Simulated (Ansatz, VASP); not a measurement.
**AlN in VASP and in Ansatz**

```
Al N
1.0
     3.27210    0.00000    0.00000
    -1.63605    2.83372    0.00000
     0.00000    0.00000    3.93630
Al N
2 2
Direct
  0.33333 0.66667 0.75000
  0.66667 0.33333 0.25000
  0.33333 0.66667 0.25000
  0.66667 0.33333 0.75000
```

Alike in both runs: task single point; functional PBE; k mesh 9 × 9 × 6; occupations gaussian, width 0.05 eV; no spin polarisation.

|  | VASP | Ansatz |
| --- | --- | --- |
| version | VASP 6.6.1 | Ansatz 0.2.0 |
| potentials or method | VASP PAW PBE potentials, release 64 (Al, N) | scalar-relativistic, plane waves, PAW |
| plane-wave cutoff (eV) | 520 | 520 |
| valence electrons in the cell | 16 | 16 |

```tsv
	VASP	Ansatz	Ansatz less VASP
gap on the k mesh at the Fermi level (eV)	4.01	3.99	-0.012
least direct gap on the mesh (eV)	4.01	3.99	-0.012
pressure (GPa)	20.6	20.7	+0.12
largest component of the traceless stress (GPa)	7.83	7.65	-0.184
```

Caveats: so large a pressure means that the cell lies far from this level's equilibrium, or that cutoff or potentials fall short (VASP); an odd mesh through Γ misses points on the zone boundary, where band edges often lie. As with any semilocal functional, this PBE gap is likely too small.
